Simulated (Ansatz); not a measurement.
Input of an Ansatz 0.2.0 run:

The input input.yaml:

```yaml
crystal:
  lattice:
    - [2.98743146, 0.0, 0.0]
    - [0.0, 2.98743146, 0.0]
    - [0.0, 0.0, 2.98743146]
  atoms:
    - { symbol: Mn, position: [0.5, 0.5, 0.5], spin: 4.0 }
    - { symbol: Si, position: [0.0, 0.0, 0.0] }
kpoints:
  mp_grid: { grid: [9, 9, 9] }
scf:
  occupations: { method: fermi_dirac, width: 0.05 }
hamiltonian:
  xc: pbe
  pseudopotentials: { kind: all_electron, lapw: { basis_error: 0.001 } }
magnetization:
  spin_polarized: true
output:
  forces: true
  stress: true
  eigenvalues: true
  populations: true
```

Potentials or basis: all-electron LAPW, scalar-relativistic.

Run with:

```sh
$ ansatz run input.yaml --threads 2 --pin off --max-ram 6144MiB --backend cpu --events-out ev --progress --plain --runs-dir out
```

(1) Predict the net moment.

(2) Estimate the pressure.

(3) Predict the absolute moment.

(4) Estimate the site moments.

Results:

(1) 0.87 μB per cell.

(2) -26.0 GPa.

(3) 1.09 μB per cell.

(4) Mn +0.98; Si -0.08 μB.

Caveat: so large a pressure means that the cell lies far from this level's equilibrium, or that cutoff or potentials fall short.
